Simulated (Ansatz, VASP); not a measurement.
# Al5GaP6: VASP beside Ansatz, part 2 of 2

Wanted: the spread between two codes on one cell, functional and k mesh. The cell is taken from a series of runs on this material, whose earlier steps may have relaxed, scaled, displaced or heated it; both programs get it as it stands.

VASP 6.6.1 and Ansatz 0.2.0.

So far, gap on the k-mesh: step 4 (comparison) 1.44.

**5. VASP: single point, PBEsol, pair 2**

Level of this step: PBEsol; plane waves and PAW (Ga_d, P, Al) (VASP).

A single point gives forces, pressure and levels at one fixed geometry, so differences don't come from the geometry; what else differs is listed under the comparison.

Contents of INCAR:

```
SYSTEM = Al2GaP3
PREC = Accurate
ENCUT = 500
EDIFF = 1E-06
NELM = 120
ISMEAR = 0
SIGMA = 0.01
LREAL = .FALSE.
ALGO = Normal
GGA = PS
NBANDS = 46
LORBIT = 11
LWAVE = .FALSE.
LCHARG = .FALSE.
ISIF = 2
LASPH = .TRUE.
GGA_COMPAT = .FALSE.
EFERMI = MIDGAP
KPAR = 2
```

Contents of POSCAR:

```
Al2GaP3
1.0
    3.8634230049      0.0000000000      0.0000000000
    0.0000000000      3.8634246280      0.0000000000
    0.0000000000      0.0000000000     16.3596661895
Ga P Al
2 6 4
Direct
    0.0000000000      0.0000000000      0.0422724287
    0.5000000000      0.5000000000      0.2076915894
    0.5000000000      0.0000000000      0.1249820090
    0.0000000000      0.5000000000      0.2907302225
    0.5000000000      0.0000000000      0.4576620607
    0.0000000000      0.5000000000      0.6249820090
    0.5000000000      0.0000000000      0.7923019574
    0.0000000000      0.5000000000      0.9592337956
    0.0000000000      0.0000000000      0.3740639894
    0.5000000000      0.5000000000      0.5413186258
    0.0000000000      0.0000000000      0.7086453923
    0.5000000000      0.5000000000      0.8759000287
```

Contents of KPOINTS:

```
Automatic mesh
0
Gamma
6 6 2
0 0 0
```

PAW data sets: Ga_d, P and Al (PBE family, release 64).

Run with:

```bash
$ mpirun -np 2 vasp_std
```

Numbers of over 12 decimals in the logs are rounded to 6 here.

What it wrote:

```text
[banner, memory and clock lines left out]
running    2 mpi-ranks, on    1 nodes
[...]
[... a notice as in an earlier step ...]

 LDA part: xc-table for (Slater+PW92), standard interpolation
 POSCAR, INCAR and KPOINTS ok, starting setup
[...]
entering main loop
       N       E                     dE             d eps       ncg     rms          rms(c)
DAV:   1     0.466124516774E+03    0.46612E+03   -0.26072E+04  1854   0.156E+03
DAV:   2     0.962765220621E+01   -0.45650E+03   -0.43111E+03  2092   0.395E+02
DAV:   3    -0.615486204981E+02   -0.71176E+02   -0.68307E+02  2144   0.128E+02
DAV:   4    -0.657050357467E+02   -0.41564E+01   -0.41242E+01  2420   0.318E+01
[...]
DAV:  12    -0.637890896999E+02   -0.10729E-04   -0.24986E-05  2258   0.261E-02    0.175E-02
DAV:  13    -0.637890973013E+02   -0.76014E-05   -0.11138E-05  2120   0.214E-02    0.704E-03
DAV:  14    -0.637890970372E+02    0.26405E-06   -0.20090E-06  1540   0.160E-02
   1 F= -.63789097E+02 E0= -.63789097E+02  d E =0.000000E+00
```

OUTCAR, selected parts (step 5):

```text
  Total        0.0133327      0.0133327      0.0070813      0.0000000      0.0000000      0.0000000
  in kB        0.0874803      0.0874804      0.0464626      0.0000000      0.0000000      0.0000000
  external PRESSURE =       0.0738078 kB  Pullay stress =       0.0000000 kB

 POSITION                                       TOTAL-FORCE (eV/Angst)
 -----------------------------------------------------------------------------------
      0.00000      0.00000      0.69156         0.000000      0.000000     -0.001054
      1.93171      1.93171      3.39777         0.000000      0.000000      0.001054
      1.93171      0.00000      2.04466         0.000000      0.000000      0.000000
      0.00000      1.93171      4.75625         0.000000      0.000000     -0.008826
      1.93171      0.00000      7.48720         0.000000      0.000000      0.000304
      0.00000      1.93171     10.22450         0.000000      0.000000      0.000000
      1.93171      0.00000     12.96180         0.000000      0.000000     -0.000304
      0.00000      1.93171     15.69274         0.000000      0.000000      0.008826
      0.00000      0.00000      6.11956         0.000000      0.000000      0.000813
      1.93171      1.93171      8.85579         0.000000      0.000000      0.000150
      0.00000      0.00000     11.59320         0.000000      0.000000     -0.000150
      1.93171      1.93171     14.32943         0.000000      0.000000     -0.000813
 -----------------------------------------------------------------------------------
    total drift:                                0.000000      0.000000     -0.000047

  FREE ENERGIE OF THE ION-ELECTRON SYSTEM (eV)
  ---------------------------------------------------
  free  energy   TOTEN  =       -63.7890970372 eV

  energy  without entropy=      -63.7890970372  energy(sigma->0) =      -63.78909704

[... 3 further parts left out ...]
[key lines of the parts left out:]
E-fermi :   5.2502
```

The run ends at a pressure of 0.01 GPa, with forces up to 0.0088 eV/Å.

**6. Ansatz: single point, PBEsol, pair 2**

The same cell, functional and mesh now go to Ansatz, which takes its cutoff from its data sets.

The cell is taken from a series of runs on this material, whose earlier steps may have relaxed, scaled, displaced or heated it; both programs get it as it stands.

Contents of input.yaml:

```yaml
crystal:
  lattice:
    - [3.8634230049, 0.0, 0.0]
    - [0.0, 3.863424628, 0.0]
    - [0.0, 0.0, 16.3596661895]
  atoms:
    - { symbol: Ga, position: [0.0, 0.0, 0.0422724287] }
    - { symbol: P, position: [0.5, 0.0, 0.1249818396] }
    - { symbol: Ga, position: [0.5, 0.5, 0.2076915894] }
    - { symbol: P, position: [0.0, 0.5, 0.2907303554] }
    - { symbol: Al, position: [0.0, 0.0, 0.3740642106] }
    - { symbol: P, position: [0.5, 0.0, 0.4576623302] }
    - { symbol: Al, position: [0.5, 0.5, 0.5413188719] }
    - { symbol: P, position: [0.0, 0.5, 0.6249822992] }
    - { symbol: Al, position: [0.0, 0.0, 0.7086456384] }
    - { symbol: P, position: [0.5, 0.0, 0.7923022269] }
    - { symbol: Al, position: [0.5, 0.5, 0.8759002499] }
    - { symbol: P, position: [0.0, 0.5, 0.9592339285] }
kpoints:
  mp_grid: { grid: [6, 6, 2] }
hamiltonian:
  xc: pbesol
  pseudopotentials: { kind: paw, azcp: { folder: soft_1 }, xc_functional: pbe }
scf:
  occupations: { method: fixed }
  n_extra_bands: 8
output:
  eigenvalues: true
  forces: true
  stress: true
  band_densities: [{ e_range: [-0.08, 0] }, { e_range: [1.34, 1.47] }]
  volumetric_format: npy
```

Run with:

```bash
$ ansatz run input.yaml --threads 3 --pin off --max-ram 92160MiB --backend cuda --events-out ev --progress --plain --runs-dir out --devices 1 --max-vram 13GiB
```

What it wrote:

```text
[...]
GPUs: using 1 of 1 available (devices: 1).
[...]
GPU FFT provider: cuFFT
GPU libraries: cuBLAS 13.8.2, cuFFT 12.4.0, cuSOLVER 12.3.4
Crystal: 12 atoms, lattice volume = 244.185 Å³
Basis set: ecut = 420 eV, 4823 PW (Γ), exchange–correlation on 54×54×240 points (8 copies of the dense FFT grid, shifted against one another)
[...]
k-point 19: bands = [... 30 lower, 3.0640, 3.0927, 3.0972, 3.1348, 7.4266, 7.5110, 7.7437, 7.7820, ... 4 higher]
--- Band densities, each state counted as filled ---
  window                                       electrons  max residual (eV)  cut levels
  e_range: [-0.08, 0]                           0.194444             1.5e-6           0
  e_range: [1.34, 1.47]                         0.111111             2.7e-4           0
[key lines of the parts left out:]
SCF converged after 9 iterations
Free energy (F): -14031.028931 eV
Fermi energy:    5.651027 eV
P = ⅓ Tr σ = 0.0142 GPa (0.142 kbar)
```

For the gap on the k-mesh, step 4 gave 1.44; this run, with Al2GaP3, gives 1.39.

**7. Comparison**

Both answers:

| quantity | Ansatz | VASP | difference |
| --- | --- | --- | --- |
| pressure (GPa) | 0.01 | 0.01 | +0.01 |
| gap on the k mesh (eV) | 1.393 | 1.392 | +0.001 |

At this near-relaxed geometry the largest component of a force difference is 11 meV/Å. A gap on the mesh is an upper bound, since the band edges may lie between its points.

**8. Ansatz: single point, PBEsol, pair 3**

A single point gives forces, pressure and levels at one fixed geometry, so differences don't come from the geometry; what else differs is listed under the comparison.

The cell is taken from a series of runs on this material, whose earlier steps may have relaxed, scaled, displaced or heated it; both programs get it as it stands.

Contents of input.yaml:

```yaml
crystal:
  lattice:
    - [3.8581021369, 0.0, 0.0]
    - [0.0, 3.8580987422, 0.0]
    - [0.0, 0.0, 16.316207558]
  atoms:
    - { symbol: Ga, position: [0.0, 0.0, 0.0425828698] }
    - { symbol: P, position: [0.5, 0.0, 0.1256428805] }
    - { symbol: Ga, position: [0.5, 0.5, 0.2086368141] }
    - { symbol: P, position: [0.0, 0.5, 0.2916512552] }
    - { symbol: Ga, position: [0.0, 0.0, 0.3746657427] }
    - { symbol: P, position: [0.5, 0.0, 0.4576593711] }
    - { symbol: Ga, position: [0.5, 0.5, 0.5407205235] }
    - { symbol: P, position: [0.0, 0.5, 0.6240758724] }
    - { symbol: Al, position: [0.0, 0.0, 0.7077216143] }
    - { symbol: P, position: [0.5, 0.0, 0.791651489] }
    - { symbol: Al, position: [0.5, 0.5, 0.8755810682] }
    - { symbol: P, position: [0.0, 0.5, 0.9592270326] }
kpoints:
  mp_grid: { grid: [6, 6, 2] }
hamiltonian:
  xc: pbesol
  pseudopotentials: { kind: paw, azcp: { folder: soft_1 }, xc_functional: pbe }
scf:
  occupations: { method: fixed }
  n_extra_bands: 8
output:
  eigenvalues: true
  forces: true
  stress: true
  band_densities: [{ e_range: [-0.08, 0] }, { e_range: [1.32, 1.45] }]
  volumetric_format: npy
```

What it wrote:

```text
[...]
GPUs: using 1 of 1 available (devices: 1).
[...]
GPU FFT provider: cuFFT
GPU libraries: cuBLAS 13.8.2, cuFFT 12.4.0, cuSOLVER 12.3.4
Crystal: 12 atoms, lattice volume = 242.866 Å³
Basis set: ecut = 420 eV, 4775 PW (Γ), exchange–correlation on 54×54×240 points (8 copies of the dense FFT grid, shifted against one another)
[...]
k-point 19: bands = [... 40 lower, 3.5798, 3.5900, 3.6015, 3.6432, 8.1144, 8.2503, 8.4730, 8.5768, ... 4 higher]
--- Band densities, each state counted as filled ---
  window                                       electrons  max residual (eV)  cut levels
  e_range: [-0.08, 0]                           0.083333             2.1e-6           0
  e_range: [1.32, 1.45]                         0.083333             3.3e-4           0
[key lines of the parts left out:]
SCF converged after 9 iterations
Free energy (F): -20467.672647 eV
Fermi energy:    6.350868 eV
P = ⅓ Tr σ = -0.0139 GPa (-0.139 kbar)
```

Between step 4 and this run (AlGa2P3) the value for the gap on the k-mesh moves from 1.44 to 1.37.

**9. VASP: single point, PBEsol, pair 3**

The same cell, functional and mesh now go to VASP, with its own data sets.

Changes to INCAR since step 5:

```diff
@@ -1,2 +1,2 @@
-SYSTEM = Al2GaP3
+SYSTEM = AlGa2P3
 PREC = Accurate
@@ -10,3 +10,3 @@
 GGA = PS
-NBANDS = 46
+NBANDS = 56
 LORBIT = 11
```

Contents of POSCAR:

```
AlGa2P3
1.0
    3.8581021369      0.0000000000      0.0000000000
    0.0000000000      3.8580987422      0.0000000000
    0.0000000000      0.0000000000     16.3162075580
Ga P Al
4 6 2
Direct
    0.0000000000      0.0000000000      0.0425825144
    0.5000000000      0.5000000000      0.2086368770
    0.0000000000      0.0000000000      0.3746658056
    0.5000000000      0.5000000000      0.5407201681
    0.5000000000      0.0000000000      0.1256430960
    0.0000000000      0.5000000000      0.2916513413
    0.5000000000      0.0000000000      0.4576595866
    0.0000000000      0.5000000000      0.6240757612
    0.5000000000      0.0000000000      0.7916513412
    0.0000000000      0.5000000000      0.9592269214
    0.0000000000      0.0000000000      0.7077216143
    0.5000000000      0.5000000000      0.8755810682
```

KPOINTS is that of step 5.

Run with:

```bash
$ mpirun -np 2 vasp_std
```

What it wrote:

```text
[... set-up lines as in an earlier step ...]
 entering main loop
       N       E                     dE             d eps       ncg     rms          rms(c)
DAV:   1     0.760734950803E+03    0.76073E+03   -0.36085E+04  2496   0.199E+03
DAV:   2     0.723931894667E+02   -0.68834E+03   -0.65625E+03  2432   0.579E+02
DAV:   3    -0.541692086579E+02   -0.12656E+03   -0.12188E+03  2624   0.168E+02
DAV:   4    -0.632920425478E+02   -0.91228E+01   -0.90684E+01  2984   0.459E+01
[...]
DAV:  13    -0.616382803990E+02   -0.46605E-05   -0.22316E-05  2872   0.137E-01    0.691E-03
DAV:  14    -0.616382819837E+02   -0.15847E-05   -0.10506E-05  2872   0.434E-02    0.273E-03
DAV:  15    -0.616382821164E+02   -0.13272E-06   -0.81732E-07  1552   0.167E-02
   1 F= -.61638282E+02 E0= -.61638282E+02  d E =0.000000E+00
```

Parts of OUTCAR (step 9):

```text
  Total       -0.1445165     -0.1445162     -0.0303253      0.0000000      0.0000000      0.0000000
  in kB       -0.9533703     -0.9533686     -0.2000550      0.0000000      0.0000000      0.0000000
  external PRESSURE =      -0.7022647 kB  Pullay stress =       0.0000000 kB

 POSITION                                       TOTAL-FORCE (eV/Angst)
 -----------------------------------------------------------------------------------
      0.00000      0.00000      0.69479         0.000000      0.000000      0.000170
      1.92905      1.92905      3.40416         0.000000      0.000000     -0.001115
      0.00000      0.00000      6.11313         0.000000      0.000000      0.001115
      1.92905      1.92905      8.82250         0.000000      0.000000     -0.000170
      1.92905      0.00000      2.05002         0.000000      0.000000     -0.000797
      0.00000      1.92905      4.75864         0.000000      0.000000      0.000000
      1.92905      0.00000      7.46727         0.000000      0.000000      0.000797
      0.00000      1.92905     10.18255         0.000000      0.000000     -0.012831
      1.92905      0.00000     12.91675         0.000000      0.000000      0.000000
      0.00000      1.92905     15.65095         0.000000      0.000000      0.012831
      0.00000      0.00000     11.54733         0.000000      0.000000      0.003645
      1.92905      1.92905     14.28616         0.000000      0.000000     -0.003645
 -----------------------------------------------------------------------------------
    total drift:                                0.000000      0.000000      0.000235

  FREE ENERGIE OF THE ION-ELECTRON SYSTEM (eV)
  ---------------------------------------------------
  free  energy   TOTEN  =       -61.6382821164 eV

  energy  without entropy=      -61.6382821164  energy(sigma->0) =      -61.63828212

[... 3 further parts left out ...]
[key lines of the parts left out:]
E-fermi :   5.2792
```

The run ends at a pressure of -0.07 GPa, with forces up to 0.013 eV/Å.

**10. Differences**

The two programs side by side:

| quantity | Ansatz | VASP | difference |
| --- | --- | --- | --- |
| pressure (GPa) | -0.01 | -0.07 | +0.06 |
| gap on the k mesh (eV) | 1.373 | 1.372 | +0.001 |

At this near-relaxed geometry the largest component of a force difference is 12 meV/Å. A gap on the mesh is an upper bound, since the band edges may lie between its points.

**11. What came out**

| Quantity | Value |
| --- | --- |
| difference in gap on the k mesh (single point, PBEsol, pair 1) | 0.0018 eV |
| difference in gap on the k mesh (single point, PBEsol, pair 2) | 0.0014 eV |
| difference in gap on the k mesh (single point, PBEsol, pair 3) | 7.5e-4 eV |

The difference in gap on the k mesh is 0.0018 eV (single point, PBEsol, pair 1), within the 0.08 eV picked in this series as the mark of a large difference. 5 further runs of this series are not shown here. How closely two codes agree says nothing of how well the functional describes the real material.

[Lines on the potential files, build, host, timing and source positions are cut from VASP's logs without a mark.]

[Logs are printed without paths, hosts, clocks, repeated set-up lines and the standing remarks that a program may print on its own settings, such as how far it seeks lower states.]

[Hosts, paths, dates, database ids (printed as entryN), source tags and the programs' standing remarks are cut or masked in the printed files.]
